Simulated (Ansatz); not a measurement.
# CoSi2 (Fm-3m): equation of state

An exercise on one series of results from a longer session: the logs are not shown, and one member is left open.

The COD entry's cell or inner coordinates are ideal or old and differ from later refinements, so a difference from it is no clean test against experiment.

Program: Ansatz 0.2.0. Level of theory: DFT LDA, scalar-relativistic, plane waves, PAW. These are calculated values, not measurements.

### Starting point

The structure is cubic, space group Fm-3m (No. 225). The conventional cell has a = 5.274 Å, b = 5.274 Å, c = 5.274 Å, α = 90.00°, β = 90.00°, γ = 90.00°. Co (site symmetry m-3m) has 8 Si at 2.28 Å as nearest neighbours. Si (site symmetry -43m) is surrounded by 4 Co at 2.28 Å.

Structure file:

```cif
data_structure
_symmetry_space_group_name_H-M 'P 1'
_symmetry_Int_Tables_number 1
_cell_length_a 3.7290
_cell_length_b 3.7290
_cell_length_c 3.7290
_cell_angle_alpha 60.000
_cell_angle_beta 60.000
_cell_angle_gamma 60.000
_cell_volume 36.67
loop_
_atom_site_label
_atom_site_type_symbol
_atom_site_fract_x
_atom_site_fract_y
_atom_site_fract_z
_atom_site_occupancy
Co1 Co 0.00000 0.00000 0.00000 1
Si1 Si 0.25000 0.25000 0.25000 1
Si2 Si 0.75000 0.75000 0.75000 1
```

This cell comes from an earlier session at LDA: 12.222 Å³/atom at 0.03 GPa, on a 14×14×14 mesh.

Volume factors to run: 0.980, 1.020, 0.960, 1.040.

The first run:

File input.yaml:

```yaml
crystal:
  lattice:
    - [0.0, 2.6191112909, 2.6191112909]
    - [2.6191112909, 0.0, 2.6191112909]
    - [2.6191112909, 2.6191112909, 0.0]
  atoms:
    - { symbol: Co, position: [0.0, 0.0, 0.0] }
    - { symbol: Si, position: [0.25, 0.25, 0.25] }
    - { symbol: Si, position: [0.75, 0.75, 0.75] }
basis:
  ecutwfc: 420
  ecutrho_ratio: 4
kpoints:
  mp_grid: { grid: [14, 14, 14] }
hamiltonian:
  xc: lda
scf:
  occupations: { method: gaussian, width: 0.05 }
output:
  forces: true
  stress: true
  eigenvalues: true
```

Run with:

```sh
$ ansatz run input.yaml --threads 1 --pin off --max-ram 2560MiB --backend cpu --events-out ev --progress --plain --runs-dir out
```

Among the steps run: Volume × 0.980; Volume × 1.020; Volume × 0.960; Scaling the volume by 1.040.

One of the session's tables, all rows but one given; the rest of the session is left out.

It belongs to the step «Energy and pressure against volume». 

| volume (Å³/atom) | energy (meV/atom) | pressure (GPa) |
| --- | --- | --- |
| 11.733 | 13.48 | 9.14 |
| 11.978 | ? | ? |
| 12.222 | 0.00 | 0.03 |
| 12.467 | 2.96 | -3.83 |
| 12.711 | 11.50 | -7.29 |

Q: Estimate the row for volume (Å³/atom) = 11.978 from the others.

Worked estimate for «energy (meV/atom)». A straight line through the neighbours (11.733, 13.48) and (12.222, 0.00) gives 13.48 + (0.00 − 13.48) × (11.978 − 11.733) / (12.222 − 11.733) = 6.73; a parabola fitted to 3 rows on both sides gives 3.50.

**Answer.** energy (meV/atom): 3.26; pressure (GPa): 4.33. In «energy (meV/atom)» the line misses by +3.47 and the parabola by +0.24.
